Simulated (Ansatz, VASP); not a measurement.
## InP in VASP and in Ansatz

File INCAR:

```
SYSTEM = InP
  ALGO = Normal
  EDIFF = 1E-6
  ENCUT = 520
  GGA = CA
  ISIF = 2
  ISMEAR = 0
  LASPH = .TRUE.
  LCHARG = .FALSE.
  LREAL = .FALSE.
  LWAVE = .FALSE.
  NBANDS = 16
  NELM = 100
  PREC = Accurate
  SIGMA = 0.01
```

File KPOINTS:

```
k-points
0
G
  8 8 8
  0 0 0
```

Contents of POSCAR:

```
InP
1.0
    2.8553861717      2.8553861717      0.0000000000
   -2.8553861717      2.8553861717      0.0000000000
    0.0000000000      2.8553861717      2.9776612500
In P
1 1
Direct
    0.0000000000      0.0000000000      0.0000000000
    0.7500000000      0.2500000000      0.5000000000
```

Input for Ansatz:

```yaml
crystal:
  lattice:
    - [2.85538617172, 2.85538617172, 0.0]
    - [-2.85538617172, 2.85538617172, 0.0]
    - [0.0, 2.85538617172, 2.97766125003]
  atoms:
    - { symbol: In, position: [0.0, 0.0, 0.0] }
    - { symbol: P, position: [0.75, 0.25, 0.5] }
kpoints:
  mp_grid: { grid: [8, 8, 8] }
scf:
  occupations: { method: fixed }
  convergence: { dr2_threshold: 1.0e-10 }
hamiltonian:
  xc: lda
  pseudopotentials: { kind: all_electron, lapw: { basis_error: 0.0005 } }
output:
  forces: true
  stress: true
  eigenstates:
    kpoints:
      - [0.0, 0.0, 0.0]
      - [0.5, 0.0, 0.0]
      - [0.0, 0.5, 0.5]
      - [0.0, -0.5, 0.0]
      - [0.5, 0.0, 0.5]
      - [-0.5, -0.5, -0.5]
      - [-0.5, 0.5, 0.0]
      - [0.0, 0.0, -0.5]
  eigenvalues: true
```

Change from the starting cell: film at in-plane strain -0.02.

Alike in both runs: task single point; functional LDA; k mesh 8 × 8 × 8; no spin polarisation.

```csv
,VASP,Ansatz
version,VASP 6.6.1,Ansatz 0.2.0
potentials or method,"VASP PAW LDA potentials, release 64 (In_d, P)","all-electron LAPW, scalar-relativistic"
plane-wave cutoff (eV),520,see its input
occupations,"gaussian, width 0.01 eV",fixed
```

|  | VASP | Ansatz | Ansatz less VASP |
| --- | --- | --- | --- |
| gap on the k mesh at the Fermi level (eV) | 0.62 | 0.59 | -0.031 |
| pressure (GPa) | 1.3 | 1.3 | -0.01 |
| largest component of the traceless stress (GPa) | 1.32 | 1.32 | +0.001 |

Ansatz ran all-electron here, so the differences hold the error of VASP's frozen core and of both bases.

Caveats: spin-orbit coupling is left out, which moves the levels of the heavy elements.
